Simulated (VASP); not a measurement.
Write the native input for VASP 6.6.1 that does the following.

- Task: single point
- Functional: PBEsol
- Potentials or basis: VASP PAW PBE potentials, release 64 (W_sv, S)
- Cutoff: 350 eV
- k mesh: 3 × 3 × 2
- Occupations: gaussian, width 0.03 eV
- Spin: collinear spin, ferromagnetic start
- Starting moments: [0.0, 0.0, 0.0, 0.0, 0.0, 0.0, 0.0, 0.0, 0.0, 0.0, 0.0, 0.33, 0.33, 0.33, 0.0, 0.0, 0.0, 0.0, 0.0, 0.33, 0.33, 0.33, 0.0] μB
- Dq: 0
- Further INCAR settings: LREAL = Auto; ALGO = All; EDIFF = 1e-05; NBANDS = 118; ISYM = 0

The structure of W7S16 (a cell with a defect) lies in POSCAR:

```
W7S16
1.0
    6.3064000000      0.0000000000      0.0000000000
   -3.1532000000      5.4615026064      0.0000000000
    0.0000000000      0.0000000000     12.3230000000
W S
7 16
Direct
    0.1666666667      0.8333333333      0.2500000000
    0.6666666667      0.3333333333      0.2500000000
    0.6666666667      0.8333333333      0.2500000000
    0.3333333333      0.1666666667      0.7500000000
    0.3333333333      0.6666666667      0.7500000000
    0.8333333333      0.1666666667      0.7500000000
    0.8333333333      0.6666666667      0.7500000000
    0.1666666667      0.3333333333      0.6225000000
    0.1666666667      0.8333333333      0.6225000000
    0.6666666667      0.3333333333      0.6225000000
    0.6666666667      0.8333333333      0.6225000000
    0.3333333333      0.1666666667      0.1225000000
    0.3333333333      0.6666666667      0.1225000000
    0.8333333333      0.1666666667      0.1225000000
    0.8333333333      0.6666666667      0.1225000000
    0.1666666667      0.3333333333      0.8775000000
    0.1666666667      0.8333333333      0.8775000000
    0.6666666667      0.3333333333      0.8775000000
    0.6666666667      0.8333333333      0.8775000000
    0.3333333333      0.1666666667      0.3775000000
    0.3333333333      0.6666666667      0.3775000000
    0.8333333333      0.1666666667      0.3775000000
    0.8333333333      0.6666666667      0.3775000000
```

These files were run (other wordings do the same):

INCAR

```
PREC = Accurate
ENCUT = 350
EDIFF = 1E-5
ISMEAR = 0
SIGMA = 0.03
LREAL = Auto
LASPH = True
NELM = 120
ALGO = All
ISIF = 2
LWAVE = False
LCHARG = False
ISPIN = 2
MAGMOM = 0 0 0 0 0 0 0 0 0 0 0 0.33 0.33 0.33 0 0 0 0 0 0.33 0.33 0.33 0
LORBIT = 11
LMAXMIX = 4
GGA = PS
NBANDS = 118
ISYM = 0
KPAR = 4
```

KPOINTS

```
Automatic mesh
0
Gamma
  3 3 2
```

Potentials or basis: VASP PAW PBE potentials, release 64 (W_sv, S).

Launch:

```bash
$ cat potpaw_PBE.64/W_sv/POTCAR potpaw_PBE.64/S/POTCAR > POTCAR
$ mpirun -np 4 vasp_std > vasp.out
```

Results of the run:

| Quantity | Value |
| --- | --- |
| Pressure | -2.2 GPa |
| Largest force | 1.036 eV/Å |
| Band gap on the k mesh | none (metal or under the smearing width) |
| Net moment | 1.14 μB per cell |
| Site moments | W +0.12, +0.01, +0.00; S +0.00, +0.06, +0.01 μB |
| Valence electrons inside the program's atomic spheres | W 12.00, 12.07; S 3.69, 3.63, 3.68 |

Caveat: the k mesh is coarse (spacing up to 0.38 Å⁻¹), so the values aren't converged; the PAW data sets were made with another functional, which shifts forces and pressure a little.

It took 3.3 min on 4 MPI ranks on Intel(R) Xeon(R) 6975P-C (Granite Rapids), with other jobs on the host, peak memory 1.1 GiB a rank.
